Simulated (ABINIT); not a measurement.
Runs of ABINIT 10.8.3 (patched build) on MoS2. Symmetry: P6_3/mmc, No. 194, hexagonal system. The conventional cell has a = 3.169 Å, b = 3.169 Å, c = 12.324 Å, α = 90.00°, β = 90.00°, γ = 120.00°. Around Mo (site symmetry -6m2) lie 6 S at 2.41 Å. S (site symmetry 3m) is surrounded by 3 Mo at 2.41 Å. 

```csv
task,level,potentials or basis,cell,k mesh,cell freedom (optcell),cutoff smearing ecutsm (Ha),optimiser (ionmov),force stop (Ha/bohr),mesh quality,gap on the mesh (eV),pressure (GPa),relaxed volume (Å³/atom),largest force (eV/Å)
relaxation of cell and atoms,PBEsol,JTH PAW PBE v2.0,relaxed,5 × 5 × 2,2,0.5,2,5e-05,coarse,1.00,0.0,17.88,-
single point,PBEsol,JTH PAW PBE v2.0,as given,8 × 8 × 2,-,-,-,-,not flagged,(a),-2.7,-,0.28
relaxation of cell and atoms,LDA,JTH PAW LDA v2.0,relaxed,8 × 8 × 3,2,0.5,2,0.0002,not flagged,0.83,0.0,17.00,-
single point,PBEsol,JTH PAW PBE v2.0,as given,10 × 10 × 3,-,-,-,-,not flagged,0.88,-2.7,-,0.28
single point,PBEsol,JTH PAW PBE v2.0,as given,6 × 6 × 2,-,-,-,-,not flagged,(b),-2.7,-,0.28
```

Alike in all rows: no spin polarisation; cutoff (eV) 544; smearing fermi-dirac 0.05 eV.

**Question.** Fill in the values left out.

**Answer.** (a) 0.94; (b) 0.85.

Caveats: some runs use coarse meshes; the PAW data sets were made with another functional, which shifts forces and pressure a little (some runs); this functional lacks dispersion, which binds the layers, so the pressure and a relaxed spacing across them are unreliable (some runs); an odd mesh through Γ misses points on the zone boundary, where band edges often lie (some runs).

A k mesh can miss the band edges, and the runs leave out spin-orbit coupling on Mo.

Not every run made on this cell is shown here.
